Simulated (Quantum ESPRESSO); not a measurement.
## AlN: equation of state with HLE16

The system is AlN.

```
Al N
1.0
     0.00000    2.18399    2.18399
     2.18399    0.00000    2.18399
     2.18399    2.18399    0.00000
Al N
1 1
Direct
  0.00000 0.00000 0.00000
  0.25000 0.25000 0.25000
```

Measurements of this composition are mostly on another form, of space group No. 186.

| Item | Value |
| --- | --- |
| Program | Quantum ESPRESSO 7.5 |
| Task | equation of state |
| Functional | HLE16 |
| Potentials or basis | PseudoDojo 0.4.1 SR PBE standard |
| Cutoff | 1143 eV |
| Density cutoff | 4572 eV |
| k mesh | 10 × 10 × 10 |
| Occupations | fermi-dirac, width 0.05 eV |
| Spin | no spin polarisation |
| Mixing beta | 0.5 |
| Most SCF iterations | 120 |
| SCF threshold | 4e-10 Ry |

| Item | Value |
| --- | --- |
| Equilibrium volume | 8.91 Å³/atom (rough: see the caveat) |
| Bulk modulus | 286 GPa (rough) |

Energy against volume, from the lowest point:
```tsv
volume (Å³/atom)	energy (meV/atom)
9.792	0.00
10.001	31.64
10.209	68.02
10.417	108.63
10.626	152.99
10.834	200.69
11.042	251.36
```

All runs of the series together: 110 s on 1 thread of Arm Neoverse V1 (shared host).

Caveat: the potentials were made for another functional, which shifts forces and pressure; the potentials were made for a functional far from this one; the minimum lies outside the volumes run.
